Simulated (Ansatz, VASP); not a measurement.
Ir: VASP beside Ansatz

Contents of INCAR:

```
SYSTEM = Ir
  PREC = Accurate
  ENCUT = 520
  EDIFF = 1E-6
  ISMEAR = -1
  SIGMA = 0.1
  LREAL = .FALSE.
  LASPH = .TRUE.
  NELM = 100
  ALGO = Normal
  ISIF = 2
  LWAVE = .FALSE.
  LCHARG = .FALSE.
  GGA = B5
  ALDAX = 1.0
  AGGAX = 1.0
  AGGAC = 1.0
  ALDAC = 0.0
  NBANDS = 16
```

KPOINTS

```
Automatic mesh
0
G
  15 15 8
  0 0 0
```

Contents of POSCAR:

```
Ir
1.0
    2.8332838846      0.0000000000      0.0000000000
   -1.4166419423      2.4536958202      0.0000000000
    0.0000000000      0.0000000000      4.5891589733
Ir
2
Direct
    0.3333333333      0.6666666667      0.2500000000
    0.6666666667      0.3333333333      0.7500000000
```

Input for Ansatz:

```yaml
crystal:
  lattice:
    - [2.8332838846, 0.0, 0.0]
    - [-1.4166419423, 2.4536958202, 0.0]
    - [0.0, 0.0, 4.5891589733]
  atoms:
    - { symbol: Ir, position: [0.3333333333, 0.6666666667, 0.25] }
    - { symbol: Ir, position: [0.6666666667, 0.3333333333, 0.75] }
hamiltonian:
  xc: blyp
  pseudopotentials:
    kind: paw
    azcp:
      Ir: "pseudopotentials/Ir.paw.azcp"
basis:
  ecutwfc: 420
  fft_grid_basis: typed
kpoints:
  mp_grid: { grid: [15, 15, 8], shift: [0, 0, 0] }
magnetization:
  spin_polarized: false
scf:
  occupations: { method: fermi_dirac, width: 0.1 }
  lower_state_search: "off"
output:
  stress: true
```

Alike in both runs: task single point; functional BLYP; k mesh 15 × 15 × 8; occupations fermi-dirac, width 0.1 eV; no spin polarisation.

|  | VASP | Ansatz |
| --- | --- | --- |
| version | VASP 6.6.1 | Ansatz 0.2.0 |
| potentials or method | VASP PAW PBE potentials, release 64 (Ir) | plane waves (420 eV) with PAW, scalar-relativistic |
| plane-wave cutoff (eV) | 520 | 420 |
| valence electrons in the cell | 18 | 34 |

```tsv
	VASP	Ansatz	Ansatz less VASP
pressure (GPa)	-8.3	-10.3	-1.94
largest component of the traceless stress (GPa)	0.26	0.29	+0.027
```

The two sets of potentials don't hold the same shells in valence.

Caveats: the PAW data sets were made with another functional, which shifts forces and pressure a little (VASP). Spin-orbit coupling is left out, which matters for the levels of Ir.
